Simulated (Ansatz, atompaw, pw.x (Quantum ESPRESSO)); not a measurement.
titanium: one change to the PAW (atompaw) potential, in the atom and in the bcc crystal

| Item | Value |
| --- | --- |
| Element | titanium (Ti) |
| Generator | atompaw 4.2.0.5 |
| Type | PAW |
| Functional | PBE |
| Relativity | scalar-relativistic |
| Frozen core | [Ne] |
| Valence charge | 12 |
| Reference configuration | 3s2 3p6 3d2 4s2 4p0 |
| Partial waves | 3s (bound): rc 1.15 bohr; 4s (bound): rc 1.65 bohr; 3p (bound): rc 1.15 bohr; 4p (bound, empty): rc 2.50 bohr; 3d (bound): rc 2.50 bohr; 3d channel at 4.15 Ry: rc 2.50 bohr |
| Local potential | bessel scheme, radius 1.85 bohr |
| Core correction | smooth core density matched at 2.05 bohr |
| Augmentation charge | sinc compensation charge, radius 2.45 bohr; PAW radius 2.50 bohr; waves and projectors: custom rrkj gramschmidtortho |

Change: local potential troulliermartins scheme with l = 3 at 0 Ry, radius 1.85 bohr.

Cutoffs, loose and tight: the cutoffs (Ry, on a coarse ladder) from which the occupation-weighted sum of valence levels, in a spherical-Bessel basis at the reference potential, stays within 10 and 1 mRy of its value at 400 Ry. They see the waves and projectors alone, not the compensation charge or the core.

Crystal test: bcc Ti in pw.x 7.5, no spin, 14³ k-points, Fermi–Dirac smearing 0.01 Ry, cutoffs set for each file from its atomic test. The reference is all-electron LAPW (Ansatz 0.2.0) with the same functional, mesh and smearing; V0 and B0 come from Birch–Murnaghan fits to the pressures at five volumes. Errors are pseudo minus all-electron; Δ is the rms difference of the E(V) curves that follow from these fits, minima aligned, over ±6 % about the mean V0. Mesh and smearing are coarse, so the numbers serve the comparison and aren't converged zero-temperature values; the lattice is a test structure that the element need not adopt.

All-electron: a0 = 3.264 Å (V0 = 17.38 Å³/atom), B0 = 104.1 GPa.

**Question.** Does the change bring the crystal closer to the all-electron result?

**Answer.** The mean pressure error goes from +3.68 to +0.82 GPa, so the change moves the solid closer to the all-electron pressures. The B0 error goes the other way, from +1.0 to -2.3 %.

| quantity | base | changed |
| --- | --- | --- |
| outcome (atom) | generated | generated |
| cutoff, loose (atom) | 55 Ry | 55 Ry |
| cutoff, tight (atom) | 100 Ry | 100 Ry |
| bound ghosts (atom) | none | none |
| cutoffs in pw.x (Ry) | 120/900 | 120/900 |
| a0 (Å) | 3.299 | 3.272 |
| a0 error (%) | +1.09 | +0.27 |
| B0 error (%) | +1.0 | -2.3 |
| Δ (meV/atom) | 13.2 | 3.1 |
| mean pressure error (GPa) | +3.68 | +0.82 |

Base: This is a poor potential for the solid. Changed file: The logarithmic derivative shows an extra or strongly shifted pseudo pole above the reference energy (p near 0.66 Ry). The atomic cutoffs weigh occupied waves only.
